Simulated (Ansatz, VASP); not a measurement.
Two plane-wave programs on CdS (Hawleyite)

```
Cd S
1.0
     0.00000    2.95937    2.95937
     2.95937    0.00000    2.95937
     2.95937    2.95937    0.00000
Cd S
1 1
Direct
  0.00000 0.00000 0.00000
  0.25000 0.25000 0.25000
```

Alike in both runs: task relaxation of the atoms; functional r2SCAN; k mesh 8 × 8 × 8; occupations fermi-dirac, width 0.02 eV; no spin polarisation.

|  | VASP | Ansatz |
| --- | --- | --- |
| version | VASP 6.6.1 | Ansatz 0.2.0 |
| potentials or method | VASP PAW PBE potentials, release 64 (Cd, S) | PAW plane waves |
| plane-wave cutoff (eV) | 520 | 500 |
| valence electrons in the cell | 18 | 26 |

|  | VASP | Ansatz | Ansatz less VASP |
| --- | --- | --- | --- |
| gap on the k mesh at the Fermi level, each at its own relaxed structure (eV) | 1.49 | 1.49 | +0.001 |

The two sets of potentials don't hold the same shells in valence. Ansatz warned: «stress_scf_threshold_loose».

Caveats: the relaxation stopped at its first step, so nothing moved; the PAW data sets were made with another functional, which shifts forces and pressure a little (VASP). r2SCAN opens gaps a little over a GGA but as a rule still falls short of measured ones.
